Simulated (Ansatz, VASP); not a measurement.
# One calculation of Co, two programs

File INCAR:

```
PREC = Accurate ; ENCUT = 520
EDIFF = 1E-6 ; ISMEAR = -1
SIGMA = 0.05 ; LREAL = False
LASPH = True ; NELM = 150
ALGO = Normal ; ISIF = 2
LWAVE = False ; LCHARG = False
ISPIN = 2 ; MAGMOM = 2 2
LORBIT = 11 ; LMAXMIX = 4
GGA = PS ; NBANDS = 20
```

The input KPOINTS:

```
Automatic mesh
0
Gamma
  12 12 7
```

File POSCAR:

```
Co
1.0
    2.4883712406      0.0000000000      0.0000000000
   -1.2441856203      2.1549927084      0.0000000000
    0.0000000000      0.0000000000      4.0477749493
Co
2
Direct
    0.6666666667      0.3333333333      0.7500000000
    0.3333333333      0.6666666667      0.2500000000
```

The input input.yaml:

```yaml
crystal:
  lattice:
    - [2.4883712406, 0.0, 0.0]
    - [-1.2441856203, 2.1549927084, 0.0]
    - [0.0, 0.0, 4.0477749493]
  atoms:
    - { symbol: Co, position: [0.6666666667, 0.3333333333, 0.75], spin: 2.0 }
    - { symbol: Co, position: [0.3333333333, 0.6666666667, 0.25], spin: 2.0 }
kpoints:
  mp_grid: { grid: [12, 12, 7] }
scf:
  occupations: { method: fermi_dirac, width: 0.05 }
hamiltonian:
  xc: pbesol
  pseudopotentials: { kind: all_electron, lapw: { basis_error: 0.001 } }
magnetization:
  spin_polarized: true
output:
  forces: true
  stress: true
  eigenvalues: true
```

Change from the starting cell: volume scaled by 1.02.

Alike in both runs: task single point; functional PBEsol; k mesh 12 × 12 × 7; occupations fermi-dirac, width 0.05 eV; collinear spin.

|  | VASP | Ansatz |
| --- | --- | --- |
| version | VASP 6.6.1 | Ansatz 0.2.0 |
| potentials or method | VASP PAW PBE potentials, release 64 (Co) | all-electron LAPW, scalar-relativistic |
| plane-wave cutoff (eV) | 520 | see its input |

```csv
,VASP,Ansatz,Ansatz less VASP
gap on the k mesh at the Fermi level (eV),none,none,-
pressure (GPa),-10.4,-9.8,+0.64
largest component of the traceless stress (GPa),1.82,1.80,-0.020
net moment per atom (μB),1.61,1.62,+0.008
size of the moment on the site where the two differ most (μB),1.63,1.67,+0.042
```

Site moments also hang on the region over which each program counts them. A gap of «none» marks a metal or a gap that the smearing closes. Ansatz ran all-electron here, so the differences hold the error of VASP's frozen core and of both bases.

Caveats: the PAW data sets were made with another functional, which shifts forces and pressure a little (VASP).
